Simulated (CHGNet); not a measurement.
## Tetradymite Sb2Te3

All values below come from the machine-learned potential CHGNet-r²SCAN (trained on r²SCAN data).

Cell (relaxed at this level):

```xyz
5
Lattice="2.1411 1.2362 11.2959 -2.1411 1.2362 11.2959 0.0000 -2.4724 11.2959" Properties=species:S:1:pos:R:3 pbc="T T T"
Sb     0.0000     0.0000    20.6259
Sb     0.0000     0.0000    13.2620
Te     0.0000     0.0000    33.8878
Te     0.0000     0.0000    26.2925
Te     0.0000     0.0000     7.5953
```

```json
{
 "lattice_parameter_a": "4.282 Å",
 "lattice_parameter_c": "33.888 Å"
}
```

Measured, for comparison: lattice constant a 4.264 Å (302 K, not corrected to a static lattice, our sources range from 4.256 to 4.264; as tabulated in Anderson, Krause, Acta Cryst. B 30, 1307 (1974), by the American Mineralogist …); lattice parameter c 30.458 Å (302 K, not corrected to a static lattice, our sources range from 30.363 to 30.458; as tabulated in Anderson, Krause, Acta Cryst. B 30, 1307 (1974), by the American Mineralogist …). Computed (rounded) less measured: lattice constant a +0.4 % (+0.4 % to +0.6 % over the range), lattice parameter c +11.3 % (+11.3 % to +11.6 % over the range).

A machine-learned potential is trained on density-functional data: it inherits that level's misses and adds fitting errors of its own.

Note: the model gives imaginary modes for this phase (in the spectrum interpolated from a supercell); the model's c/a of 7.91 is far from the 7.15 of the starting cell; this model's volume lies 12 % above that of the starting cell (a measured, published or database cell).
